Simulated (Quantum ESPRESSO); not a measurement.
AlN:

```
CELL_PARAMETERS angstrom
0.00000 2.03452 2.03452
2.03452 0.00000 2.03452
2.03452 2.03452 0.00000
ATOMIC_POSITIONS crystal
Al 0.50000 0.50000 0.50000
N 0.00000 0.00000 0.00000
```

Measurements of this composition are mostly on another form, of space group No. 186.

- Program: Quantum ESPRESSO 7.5
- Task: single point
- Functional: PBE
- Potentials or basis: SSSP 1.3 efficiency PBE
- Cutoff: 816 eV
- Density cutoff: 6531 eV
- k mesh: 11 × 11 × 11
- Occupations: fermi-dirac, width 0.05 eV
- Spin: no spin polarisation

On this cell: pressure 0.1 GPa; largest force zero by symmetry; band gap on the k mesh 4.56 eV, indirect (least direct gap 5.40 eV).

The same run follows on a disturbed copy (atoms moved at random, drawn with an rms of 0.05 Å):

```
CELL_PARAMETERS angstrom
0.00000 2.03452 2.03452
2.03452 0.00000 2.03452
2.03452 2.03452 0.00000
ATOMIC_POSITIONS crystal
Al 0.50255 0.50903 0.48633
N 0.99239 0.00372 0.00207
```

Problem. What does the disturbed cell give?

Solution. The energy moves by +2.6 meV/atom; pressure 0.4 GPa; largest force 0.267 eV/Å; band gap on the k mesh 4.55 eV, indirect (least direct gap 5.40 eV).

Forces in eV/Å, atoms in the order of the input:
```
Al   0.142  0.076 -0.212
N   -0.142 -0.076  0.212
```

Stress tensor (GPa, compression positive):
```
 0.34 -0.01  0.02
-0.01  0.15  0.01
 0.02  0.01  0.65
```

Caveats: an odd mesh through Γ misses points on the zone boundary, where band edges often lie.
